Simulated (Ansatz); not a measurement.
Born–Oppenheimer molecular dynamics of CH4N2O (8 atoms, charge 0, multiplicity 1). It starts at the highest image of a converged band, a first-order saddle point between two minima.

These are results of RKS PBE-D4/6-31G* (Ansatz), not measurements.

```
ensemble                      : NVE (velocity Verlet)
time step                     : 0.5 fs
steps asked                   : 200
starting velocities drawn for : 100 K
seed                          : 11479
```

First frame:

```xyz
8
Properties=species:S:1:pos:R:3
H -1.612 -0.652 -0.344
N -0.700 -0.896 0.622
C -0.185 0.015 -0.193
N 1.054 0.595 -0.204
O -1.087 0.287 -1.100
H -0.160 -1.418 1.319
H 1.130 1.433 -0.777
H 1.560 0.635 0.677
```

**Question.** How far do the bonds stretch over the last three quarters of this one trajectory? (Pairs bonded in most of those frames.)

**Answer.** 
| bond | mean (Å) | spread (Å) | shortest | longest |
| --- | --- | --- | --- | --- |
| H1–N2 | 1.041 | 0.077 | 0.92 | 1.16 |
| N2–C3 | 1.423 | 0.054 | 1.30 | 1.52 |
| N2–H6 | 1.032 | 0.050 | 0.92 | 1.13 |
| C3–N4 | 1.421 | 0.066 | 1.29 | 1.55 |
| C3–O5 | 1.246 | 0.036 | 1.18 | 1.31 |
| N4–H7 | 1.023 | 0.010 | 1.00 | 1.04 |
| N4–H8 | 1.023 | 0.008 | 1.01 | 1.04 |

Mean temperature of the second half: 1264 K. The conserved energy stayed within 0.97 meV per atom of its start (net change 0.23 meV per atom), so the integration is sound. The system heated up, since it started high on the potential surface and ran downhill. A run of 0.1 ps of so small a system gives no equilibrium averages. The orbitals stay closed-shell, which can raise the energy where a bond breaks towards radicals; this wasn't checked here.

The run took 5.4 min on 1 thread of Arm Neoverse V1, on a shared host, peak memory 0.11 GiB.
